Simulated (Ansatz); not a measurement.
**Cr: single point with PBEsol**

Cr:

```
CELL_PARAMETERS angstrom
2.71400 0.00000 0.00000
-1.35700 2.35039 0.00000
0.00000 0.00000 4.41000
ATOMIC_POSITIONS crystal
Cr 0.66667 0.33333 0.75000
Cr 0.33333 0.66667 0.25000
```

This isn't the form of Cr at room conditions, which is bcc.

```json
{
 "Program": "Ansatz 0.2.0",
 "Task": "single point",
 "Functional": "PBEsol",
 "Potentials or basis": "all-electron LAPW, scalar-relativistic",
 "Cutoff": "255 eV (chosen from the basis error)",
 "Basis error allowed": "0.001 eV/atom",
 "k mesh": "11 × 11 × 6",
 "Occupations": "fermi-dirac, width 0.05 eV",
 "Spin": "collinear spin, ferromagnetic start",
 "Starting moments": "[3.0, 3.0] μB"
}
```

- Pressure: -32.1 GPa
- Band gap on the k mesh: none (metal or under the smearing width)
- Net moment: 1.65 μB per cell
- Absolute moment: 1.65 μB per cell
- Site moments: Cr +0.79 μB

Stress tensor (GPa, compression positive):
```
-33.72   0.00   0.00
  0.00 -33.72   0.00
  0.00   0.00 -29.00
```

Levels at points of the mesh, in eV from the Fermi level:
Spin up:
```csv
k point,band 13,band 14,band 15,band 16,band 17,band 18
"(0.00, 0.00, 0.00)",-0.60,-0.27,-0.27,0.19,0.19,0.37
"(0.00, 0.00, -0.50)",-0.70,-0.70,-0.70,-0.70,1.09,1.09
```
Spin down:
```
            k point  band 11  band 12  band 13  band 14  band 15  band 16
 (0.00, 0.00, 0.00)    -0.01     0.05     0.05     0.44     0.44     0.65
(0.00, 0.00, -0.50)    -0.58    -0.58     0.00     0.00     0.00     0.00
```

Wall time 10 s on 2 threads of AMD EPYC 9R45 96-Core Processor (Zen 5), with other jobs on the host, peak memory 0.64 GiB.

Caveat: a pressure of tens of GPa on the cell as given is suspect, and the run, the potentials or the cell itself is likely at fault.
